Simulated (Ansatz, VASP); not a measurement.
BN in VASP and in Ansatz

Contents of INCAR:

```
ALGO     = Normal         # electronic algorithm
EDIFF    = 1E-7           # SCF threshold, eV
EDIFFG   = -0.01          # ionic threshold
ENCUT    = 600            # plane-wave cutoff, eV
GGA      = RP             # functional
IBRION   = 2              # ionic algorithm
ISIF     = 3              # what is computed and relaxed
ISMEAR   = -1             # smearing method
IVDW     = 13             # dispersion correction
LASPH    = T              # aspherical terms in the spheres
LCHARG   = F              # write CHGCAR
LREAL    = F              # projectors in reciprocal space
LWAVE    = F              # write WAVECAR
NELM     = 60             # most SCF steps
NSW      = 60             # ionic steps
PREC     = Accurate       # precision mode
SIGMA    = 0.05           # smearing width, eV
```

KPOINTS

```
k-points
0
Gamma
  13 13 13
```

The input POSCAR:

```
BN
1.0
    0.0000000000      1.8130010000      1.8130010000
    1.8130010000      0.0000000000      1.8130010000
    1.8130010000      1.8130010000      0.0000000000
N B
1 1
Direct
    0.2500000000      0.2500000000      0.2500000000
    0.0000000000      0.0000000000      0.0000000000
```

Contents of input.yaml:

```yaml
crystal:
  lattice:
    - [0.0, 1.813001, 1.813001]
    - [1.813001, 0.0, 1.813001]
    - [1.813001, 1.813001, 0.0]
  atoms:
    - { symbol: "N", position: [0.25, 0.25, 0.25] }
    - { symbol: B, position: [0.0, 0.0, 0.0] }
hamiltonian:
  xc: rpbe
  pseudopotentials: { kind: paw }
  dispersion: d4
kpoints:
  mp_grid: { grid: [13, 13, 13] }
scf:
  occupations: { method: fermi_dirac, width: 0.05 }
output:
  forces: true
  stress: true
  eigenvalues: true
  write_density: true
  write_potential: true
  elf: true
  volumetric_format: npy
relax:
  f_tol: 0.01
  max_steps: 40
  cell: { stress_tol: 0.05 }
```

The cell is a database's computed one.

Alike in both runs: task relaxation of cell and atoms; functional RPBE; dispersion D4; k mesh 13 × 13 × 13; occupations fermi-dirac, width 0.05 eV; no spin polarisation.

|  | VASP | Ansatz |
| --- | --- | --- |
| version | VASP 6.6.1 | Ansatz 0.2.0 |
| potentials or method | VASP PAW PBE potentials, release 64 (N, B) | Ansatz PAW |
| plane-wave cutoff (eV) | 600 | 420 |
| valence electrons in the cell | 8 | 8 |

```csv
,VASP,Ansatz,Ansatz less VASP
"gap on the k mesh at the Fermi level, each at its own relaxed structure (eV)",4.58,4.60,+0.018
relaxed volume (Å³/atom),5.81,5.81,-0.001
relaxed cell length with the largest relative difference (Å),2.543,2.542,-0.0002
energy change over the relaxation (meV/atom),-5,-5,0.0
```

Caveats: the PAW data sets were made with another functional, which shifts forces and pressure a little (VASP); an odd mesh through Γ misses points on the zone boundary, where band edges often lie (VASP); odd divisions of the mesh miss points on the zone boundary, where band edges often lie, so the gap on the mesh can be too wide (Ansatz); the plane-wave basis is chosen anew once the cell has moved, so the energies of steps on either side of that aren't comparable (Ansatz); the pressure holds a Pulay correction of +0.9 GPa for the finite cutoff (Ansatz); the PAW data sets come from PBE, with cores solved anew for the run's functional, which leaves a small shift of forces and pressure (Ansatz). As with any semilocal functional, this RPBE gap is likely too small.
